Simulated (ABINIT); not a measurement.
## LiBr (Fm-3m): G0W0 in ABINIT against the bands in the screening

Aim: move the bands in the screening of a G0W0 run on LiBr (Fm-3m) over a wide range.

Program: ABINIT 10.8.3. Level of theory: PBE and many-body steps on it, plane waves. Results are calculated unless marked as measured.

**1. The structure**

The structure is cubic, space group Fm-3m (No. 225). The conventional cell has a = 5.501 Å, b = 5.501 Å, c = 5.501 Å, α = 90.00°, β = 90.00°, γ = 90.00°. Nearest to Li lie 6 Br at 2.75 Å. Nearest to Br lie 6 Li at 2.75 Å. Farther neighbours and most contacts between anions are not listed.

The cell and positions come from the Crystallography Open Database and are kept as given unless a step says otherwise.

**2. Screening, 4×4×4 mesh, 13 bands, screening to 130.6 eV**

This step: ABINIT 10.8.3; RPA screening on PBE, plane waves, norm-conserving pseudopotentials.

The RPA dielectric matrix is built and inverted for each q.

Contents of run.abi:

```
acell 3*1.0 Angstrom
rprim 
  0.000000000000 2.750650000000 2.750650000000
  2.750650000000 0.000000000000 2.750650000000
  2.750650000000 2.750650000000 0.000000000000
ntypat 2
znucl 3 35
natom 2
typat 1 2
xred 
  0.000000000000 0.000000000000 0.000000000000
  0.500000000000 0.500000000000 0.500000000000
pp_dirpath "pseudos"
pseudos "Li.upf, Br.upf"
ecut 33
ngkpt 4 4 4
nshiftk 1
shiftk 0 0 0
kptopt 1
chksymbreak 0
istwfk *1
occopt 1
irdwfk 1
optdriver 3
nband 13
ecuteps 4.8
inclvkb 2
awtr 1
symchi 1
indata_prefix "in"
outdata_prefix "out"
tmpdata_prefix "tmp"
```

Run with:

```
OMP_NUM_THREADS=1 mpirun -n 4 abinit run.abi > log
```

Log:

```text
.Version 10.8.3 of ABINIT. v10.8.2 released Aug 2026.

 Symmetries : space group Fm -3 m (#225); Bravais cF (face-center cubic)
[... echo of the input left out ...]
== DATASET  1 ==================================================================
-   mpi_nproc: 4, omp_nthreads: 1 (-1 if OMP is not activated)

--- !DatasetInfo
iteration_state: {dtset: 1, }
dimensions: {natom: 2, nkpt: 8, mband: 13, nsppol: 1, nspinor: 1, nspden: 1, mpw: 2637, }
cutoff_energies: {ecut:  33.0, pawecutdg:  -1.0, }
electrons: {nelect:   1.00000000E+01, charge:   0.00000000E+00, occopt:   1.00000000E+00, tsmear:   1.00000000E-02, }

 SCREENING: Calculation of the susceptibility and dielectric matrices

 Based on a program developped by R.W. Godby, V. Olevano, G. Onida, and L. Reining.
 Incorporated in ABINIT by V. Olevano, G.-M. Rignanese, and M. Torrent.
.Using double precision arithmetic ; gwpc =  8

[... cell and pseudopotentials left out ...]
--------------------------------------------------------------------------------

 ==== K-mesh for the wavefunctions ====
 Number of points in the irreducible wedge :     8
[... list of points left out ...]
 Together with 48 symmetry operations and time-reversal symmetry
 yields    64 points in the full Brillouin Zone.

 ==== Q-mesh for the screening function ====
 Number of points in the irreducible wedge :     8
[... list of points left out ...]
 Together with 48 symmetry operations and time-reversal symmetry
 yields    64 points in the full Brillouin Zone.

 setmesh: FFT mesh size selected  =    25x   25x   25
          total number of points  =        15625

 vcoul_init : cutoff-mode = AUXILIARY_FUNCTION
 q-points for optical limit:   1
     1)      0.000010    0.000020    0.000030

- screening: taking advantage of time-reversal symmetry
- Maximum band index for partially occupied states nbvw = 5
- Remaining bands to be divided among processors   nbcw = 8
- Number of bands treated by each node ~2

 Number of electrons calculated from density =   10.0000; Expected =   10.0000
 average of density, n =  0.035601
 r_s =    1.8857
 omega_plasma =   18.2008 [eV]

 calculating chi0 at frequencies [eV] :
  1    0.000000E+00    0.000000E+00
  2    0.000000E+00    1.820075E+01

--------------------------------------------------------------------------------
  q-point number  1        q = ( 0.000000, 0.000000, 0.000000) [r.l.u.]
--------------------------------------------------------------------------------
[... chi0 elements left out ...]
 For q-point:  0.000010 0.000020 0.000030
  dielectric constant =   3.3161
  dielectric constant without local fields =   3.8947

  Average fulfillment of the sum rule on Im[epsilon] for q-point    1 :     19.84  [%]
[... wings left out ...]
  q-point number  2        q = ( 0.250000, 0.000000, 0.000000) [r.l.u.]
--------------------------------------------------------------------------------
[... chi0 elements left out ...]
  Average fulfillment of the sum rule on Im[epsilon] for q-point    2 :     59.12  [%]

 [... 6 further q-points ...]
```

The job ended after 2.4 s (4 MPI ranks of Arm Neoverse V1, shared host; peak memory 0.1 GiB).

This step gave:

```
ε∞ with local fields, on this mesh, along the program's q direction : 3.316
the same without local fields                                       : 3.895
plasma frequency                                                    : 18.20 eV
plane waves in the screening matrix                                 : 137
```

Local fields lower ε∞ by 15 %. On a Γ-centred mesh this coarse the value itself is usually too large, while a short band sum pulls it down.

**3. 13 bands**

The self-energy is evaluated for the states that the input lists, and the levels follow from it, in one-shot runs by the linearised quasiparticle equation.

This step: G0W0 on PBE, plane waves, norm-conserving pseudopotentials.

run.abi, as its differences from that of step 2:

```diff
@@ -23,8 +23,15 @@
 irdwfk 1
-optdriver 3
-nband 13
+optdriver 4
+nband 36
+gwcalctyp 0
+ecutsigx 33
+symsigma 1
+nkptgw 1
+kptgw 
+  0.0000000000 0.0000000000 0.0000000000
+bdgw 
+  3 9
 ecuteps 4.8
-inclvkb 2
-awtr 1
-symchi 1
+irdscr 1
+ppmodel 1
 indata_prefix "in"
```

Log:

```text
.Version 10.8.3 of ABINIT. v10.8.2 released Aug 2026.

 Symmetries : space group Fm -3 m (#225); Bravais cF (face-center cubic)
[... echo of the input left out ...]
== DATASET  1 ==================================================================
-   mpi_nproc: 4, omp_nthreads: 1 (-1 if OMP is not activated)

--- !DatasetInfo
iteration_state: {dtset: 1, }
dimensions: {natom: 2, nkpt: 8, mband: 36, nsppol: 1, nspinor: 1, nspden: 1, mpw: 2637, }
cutoff_energies: {ecut:  33.0, pawecutdg:  -1.0, }
electrons: {nelect:   1.00000000E+01, charge:   0.00000000E+00, occopt:   1.00000000E+00, tsmear:   1.00000000E-02, }

 SIGMA: Calculation of the GW corrections

 Based on a program developped by R.W. Godby, V. Olevano, G. Onida, and L. Reining.
 Incorporated in ABINIT by V. Olevano, G.-M. Rignanese, and M. Torrent.
.Using double precision arithmetic ; gwpc =  8

[... cell and pseudopotentials left out ...]
--------------------------------------------------------------------------------

 ==== K-mesh for the wavefunctions ====
 Number of points in the irreducible wedge :     8
[... list of points left out ...]
 Together with 48 symmetry operations and time-reversal symmetry
 yields    64 points in the full Brillouin Zone.

 ==== Q-mesh for screening function ====
 Number of points in the irreducible wedge :     8
[... list of points left out ...]
 Together with 48 symmetry operations and time-reversal symmetry
 yields    64 points in the full Brillouin Zone.

 vcoul_init : cutoff-mode = AUXILIARY_FUNCTION
 q-points for optical limit:   1
     1)      0.000010    0.000020    0.000030
 setmesh: FFT mesh size selected  =    40x   40x   40
          total number of points  =        64000

 Number of electrons calculated from density =   10.0000; Expected =   10.0000
 average of density, n =  0.035601
 r_s =    1.8857
 omega_plasma =   18.2008 [eV]

 === KS Band Gaps ===
  >>>> For spin  1
   Minimum direct gap =   4.9381 [eV], located at k-point      :   0.0000  0.0000  0.0000
   Fundamental gap    =   4.9381 [eV], Top of valence bands at :   0.0000  0.0000  0.0000
                                       Bottom of conduction at :   0.0000  0.0000  0.0000
 SIGMA fundamental parameters:
 PLASMON POLE MODEL  1
 number of plane-waves for SigmaX                 2637
 number of plane-waves for SigmaC and W            137
 number of plane-waves for wavefunctions          2637
 number of bands                                    36
 number of independent spin polarizations            1
 number of spinorial components                      1
 number of k-points in IBZ                           8
 number of q-points in IBZ                           8
 number of symmetry operations                      48
 number of k-points in BZ                           64
 number of q-points in BZ                           64
 number of frequencies for dSigma/dE                 9
 frequency step for dSigma/dE [eV]                0.25
 number of omega for Sigma on real axis              0
 max omega for Sigma on real axis  [eV]           0.00
 zcut for avoiding poles [eV]                     0.10

 EPSILON^-1 parameters (SCR file):
 dimension of the eps^-1 matrix on file            137
 dimension of the eps^-1 matrix used               137
 number of plane-waves for wavefunctions          2637
 number of bands                                    13
 number of q-points in IBZ                           8
 number of frequencies                               2
 number of real frequencies                          1
 number of imag frequencies                          1

 matrix elements of self-energy operator (all in [eV])

 Perturbative Calculation

--- !SelfEnergy_ee
iteration_state: {dtset: 1, }
kpoint     : [   0.000,    0.000,    0.000, ]
spin       : 1
KS_gap     :    4.938
QP_gap     :    7.022
Delta_QP_KS:    2.084
data: !SigmaeeData |
     Band     E0 <VxcDFT>   SigX SigC(E0)      Z dSigC/dE  Sig(E)    E-E0       E
        3   0.621 -13.199 -16.749   2.386   0.812  -0.232 -14.144  -0.945  -0.324
        4   0.621 -13.199 -16.749   2.386   0.812  -0.232 -14.144  -0.945  -0.324
        5   0.621 -13.199 -16.749   2.386   0.812  -0.232 -14.144  -0.945  -0.324
        6   5.559  -8.498  -4.276  -2.876   0.846  -0.182  -7.359   1.139   6.698
        7  11.140  -8.410  -3.721  -3.026   0.839  -0.192  -7.016   1.395  12.535
        8  11.140  -8.410  -3.721  -3.026   0.839  -0.192  -7.016   1.395  12.535
        9  11.140  -8.410  -3.721  -3.026   0.839  -0.192  -7.016   1.395  12.535

== END DATASET(S) ==============================================================
================================================================================

 -outvars: echo values of variables after computation  --------
           etotal      0.0000000000E+00
            nband          36
             nkpt           8
          spgroup         225
 [... the other variables as echoed above ...]

 Calculation completed.
```

Run time: 2.6 s. Hardware: 4 MPI ranks; peak memory 0.14 GiB.

This step gave:

```
G0W0 gap on the points computed              : 7.022 eV
starting gap on the mesh                     : 4.938 eV
k of the valence top                         : 0, 0, 0
k of the conduction bottom                   : 0, 0, 0
Z at the valence top                         : 0.812
Z at the conduction bottom                   : 0.846
least direct G0W0 gap on the computed points : 7.022 eV
```

The gap on the mesh goes from 4.94 eV to 7.02 eV, a correction of +2.08 eV.

**4. Screening, 4×4×4 mesh, 36 bands, screening to 130.6 eV**

This step: RPA screening on PBE, plane waves, norm-conserving pseudopotentials.

run.abi, as its differences from that of step 3:

```diff
@@ -23,15 +23,8 @@
 irdwfk 1
-optdriver 4
+optdriver 3
 nband 36
-gwcalctyp 0
-ecutsigx 33
-symsigma 1
-nkptgw 1
-kptgw 
-  0.0000000000 0.0000000000 0.0000000000
-bdgw 
-  3 9
 ecuteps 4.8
-irdscr 1
-ppmodel 1
+inclvkb 2
+awtr 1
+symchi 1
 indata_prefix "in"
```

Log:

```text
.Version 10.8.3 of ABINIT. v10.8.2 released Aug 2026.

 Symmetries : space group Fm -3 m (#225); Bravais cF (face-center cubic)
[... echo of the input left out ...]
== DATASET  1 ==================================================================
-   mpi_nproc: 4, omp_nthreads: 1 (-1 if OMP is not activated)

--- !DatasetInfo
iteration_state: {dtset: 1, }
dimensions: {natom: 2, nkpt: 8, mband: 36, nsppol: 1, nspinor: 1, nspden: 1, mpw: 2637, }
cutoff_energies: {ecut:  33.0, pawecutdg:  -1.0, }
electrons: {nelect:   1.00000000E+01, charge:   0.00000000E+00, occopt:   1.00000000E+00, tsmear:   1.00000000E-02, }

 SCREENING: Calculation of the susceptibility and dielectric matrices

 Based on a program developped by R.W. Godby, V. Olevano, G. Onida, and L. Reining.
 Incorporated in ABINIT by V. Olevano, G.-M. Rignanese, and M. Torrent.
.Using double precision arithmetic ; gwpc =  8

[... cell and pseudopotentials left out ...]
--------------------------------------------------------------------------------

 ==== K-mesh for the wavefunctions ====
 Number of points in the irreducible wedge :     8
[... list of points left out ...]
 Together with 48 symmetry operations and time-reversal symmetry
 yields    64 points in the full Brillouin Zone.

 ==== Q-mesh for the screening function ====
 Number of points in the irreducible wedge :     8
[... list of points left out ...]
 Together with 48 symmetry operations and time-reversal symmetry
 yields    64 points in the full Brillouin Zone.

 setmesh: FFT mesh size selected  =    25x   25x   25
          total number of points  =        15625

 vcoul_init : cutoff-mode = AUXILIARY_FUNCTION
 q-points for optical limit:   1
     1)      0.000010    0.000020    0.000030

- screening: taking advantage of time-reversal symmetry
- Maximum band index for partially occupied states nbvw = 5
- Remaining bands to be divided among processors   nbcw = 31
- Number of bands treated by each node ~7

 Number of electrons calculated from density =   10.0000; Expected =   10.0000
 average of density, n =  0.035601
 r_s =    1.8857
 omega_plasma =   18.2008 [eV]

 calculating chi0 at frequencies [eV] :
  1    0.000000E+00    0.000000E+00
  2    0.000000E+00    1.820075E+01

--------------------------------------------------------------------------------
  q-point number  1        q = ( 0.000000, 0.000000, 0.000000) [r.l.u.]
--------------------------------------------------------------------------------
[... chi0 elements left out ...]
 For q-point:  0.000010 0.000020 0.000030
  dielectric constant =   3.3371
  dielectric constant without local fields =   3.9480

  Average fulfillment of the sum rule on Im[epsilon] for q-point    1 :     62.81  [%]
[... wings left out ...]
  q-point number  2        q = ( 0.250000, 0.000000, 0.000000) [r.l.u.]
--------------------------------------------------------------------------------
[... chi0 elements left out ...]
  Average fulfillment of the sum rule on Im[epsilon] for q-point    2 :     81.45  [%]

 [... 6 further q-points ...]
```

The job ended after 3.7 s (4 MPI ranks; peak memory 0.46 GiB; 14 s of CPU time).

This step gave:

```yaml
eps_infinity_with_local_fields_on_this_mesh_along_the_program_s_q_direction: 3.337
the_same_without_local_fields: 3.948
plasma_frequency: 18.20 eV
plane_waves_in_the_screening_matrix: 137
```

(Part 1 of 2 ends here.)

[Paths, hosts, dates, memory and timing lines, banners, echoed tables and standing remarks are left out of the program output.]

[Logs are printed without paths, hosts, clocks, repeated set-up lines and the standing remarks that a program may print on its own settings, such as how far it seeks lower states.]

[Runs of the session that timed out or met a known fault of the program may be left out.]

[Hosts, paths, dates, database ids (printed as entryN), source tags and the programs' standing remarks are cut or masked in the printed files.]

[G0W0 gaps are taken among the corrected bands and points alone; a level outside them can change the order at an edge.]

[Where Ansatz stands beside ABINIT at settings called matched, ABINIT's density can come from a denser mesh and the files from another edition; pairs whose starting gaps differed by over 0.03 eV were left out, so agreement reads better than it is.]
